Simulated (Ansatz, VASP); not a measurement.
**One calculation of TiC, two programs**

The input INCAR:

```
PREC = Accurate
ENCUT = 600
EDIFF = 1E-6
ISMEAR = -1
SIGMA = 0.05
LREAL = False
LASPH = True
NELM = 150
ALGO = Normal
ISIF = 3
LWAVE = False
LCHARG = False
LMAXMIX = 4
LDAU = True
LDAUTYPE = 2
LDAUL = 2 -1
LDAUU = 2 0
LDAUJ = 0 0
LDAUPRINT = 1
GGA = PE
IBRION = 2
NSW = 60
EDIFFG = -0.01
```

The input KPOINTS:

```
Automatic mesh
0
Gamma
  11 11 11
```

File POSCAR:

```
TiC
1.0
    0.0000000000      2.1657188437      2.1657188437
    2.1657188437      0.0000000000      2.1657188437
    2.1657188437      2.1657188437      0.0000000000
Ti C
1 1
Direct
    0.0000000000      0.0000000000      0.0000000000
    0.5000000000      0.5000000000      0.5000000000
```

input.yaml

```yaml
crystal:
  lattice:
    - [0.0, 2.1657188437, 2.1657188437]
    - [2.1657188437, 0.0, 2.1657188437]
    - [2.1657188437, 2.1657188437, 0.0]
  atoms:
    - { symbol: Ti, position: [0.0, 0.0, 0.0] }
    - { symbol: C, position: [0.5, 0.5, 0.5] }
hamiltonian:
  xc: pbe
  pseudopotentials: { kind: paw }
  hubbard: { sites: [{ species: Ti, l: d, u_eff: 2.0 }] }
kpoints:
  mp_grid: { grid: [11, 11, 11] }
scf:
  occupations: { method: fermi_dirac, width: 0.05 }
output:
  forces: true
  stress: true
  eigenvalues: true
  write_density: true
  write_potential: true
  elf: true
  volumetric_format: npy
relax:
  f_tol: 0.01
  max_steps: 40
  cell: { stress_tol: 0.05 }
```

The cell is a database's computed one.

Alike in both runs: task relaxation of cell and atoms; functional PBE; k mesh 11 × 11 × 11; occupations fermi-dirac, width 0.05 eV; no spin polarisation; Hubbard terms Ti d U = 2.0 eV.

|  | VASP | Ansatz |
| --- | --- | --- |
| version | VASP 6.6.1 | Ansatz 0.2.0 |
| potentials or method | VASP PAW PBE potentials, release 64 (Ti_sv, C) | Ansatz PAW |
| plane-wave cutoff (eV) | 600 | 420 |
| valence electrons in the cell | 16 | 16 |

```tsv
	VASP	Ansatz	Ansatz less VASP
gap on the k mesh at the Fermi level, each at its own relaxed structure (eV)	none	none	-
relaxed volume (Å³/atom)	10.40	10.29	-0.108
relaxed cell length with the largest relative difference (Å)	3.087	3.076	-0.0108
energy change over the relaxation (meV/atom)	-4	-1	+3.0
```

The programs project onto different local orbitals, so the same U acts differently. A gap of «none» marks a metal or a gap that the smearing closes.

Caveats: U without spin polarisation on a metal has little footing; the U is typed as a test and isn't derived for this compound; the plane-wave basis is chosen anew once the cell has moved, so the energies of steps on either side of that aren't comparable (Ansatz).
